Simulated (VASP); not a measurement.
Input of a VASP 6.6.1 run:

INCAR

```
ALGO     = Normal         # electronic algorithm
EDIFF    = 1E-6           # SCF threshold, eV
ENCUT    = 520            # plane-wave cutoff, eV
GGA      = PS             # functional
ISIF     = 2              # what is computed and relaxed
ISMEAR   = 0              # smearing method
LASPH    = True           # aspherical terms in the spheres
LCHARG   = True           # write CHGCAR
LELF     = True           # ELF
LREAL    = False          # projectors in reciprocal space
LVHAR    = True         
LWAVE    = False          # write WAVECAR
NBANDS   = 16             # bands
NELM     = 100            # most SCF steps
PREC     = Accurate       # precision mode
SIGMA    = 0.02           # smearing width, eV
```

File KPOINTS:

```
k-points
0
Gamma
  6 6 6
```

File POSCAR:

```
MgS
1.0
    2.5626572892      2.5626572892      0.0000000000
   -2.5626572892      2.5626572892      0.0000000000
    0.0000000000      0.0000000000      5.4928640493
Mg S
2 2
Direct
    0.0000000000      0.0000000000      0.0000000000
    0.5000000000      0.5000000000      0.5000000000
    0.5000000000      0.5000000000      0.0000000000
    0.0000000000      0.0000000000      0.5000000000
```

Potentials or basis: VASP PAW PBE potentials, release 64 (Mg, S).

Run with:

```sh
$ cat potpaw_PBE.64/Mg/POTCAR potpaw_PBE.64/S/POTCAR > POTCAR
$ mpirun -np 1 vasp_std > vasp.out
```

Task: Estimate the pressure.

Result: -2.1 GPa.

Task: What does it give for the band gap on the k mesh?

Result: 2.42 eV.

Stress tensor (GPa, compression positive):
```
-0.20  0.00  0.00
 0.00 -0.20  0.00
 0.00  0.00 -5.98
```

Caveat: the PAW data sets were made with another functional, which shifts forces and pressure a little. A k mesh can miss the band edges.
